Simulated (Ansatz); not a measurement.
α-quartz-type GeO2 (metastable phase)

Level of theory: LDA (PAW; Ansatz, a first-principles code).

Settings: plane-wave cutoff 520 eV, 12×12×6 k mesh (along the axes of the cell as run), Fermi–Dirac smearing 0.01 eV, scalar-relativistic PAW data made under PBE.

Cell (measured lattice):

```
GeO2
1.0
    4.98700     0.00000     0.00000
   -2.49350     4.31887     0.00000
    0.00000     0.00000     5.65200
Ge O
3 6
Cartesian
 -1.12155   1.94258   1.88400
  1.37195   2.37629   0.00000
  2.24310   0.00000   3.76800
  0.54395   1.69898   1.39574
  0.75016   3.94046   5.16374
  3.24366   0.37841   2.37226
  3.03745   2.61989   0.48826
  1.19938   1.32057   4.25626
 -1.29412   2.99830   3.27974
```

```
Quantity                                                  Value
-------------------------------------------  ------------------
band gap                                     3.28 eV (indirect)
smallest direct gap on the k points sampled             3.34 eV
```

Note: cell and atoms aren't relaxed at this level (largest force component 0.24 eV/Å, pressure -4.4 GPa).

Spin–orbit coupling is not included.

The computed numbers hold no vibrational or temperature effects.

Computing time: very roughly 3 core-minutes.
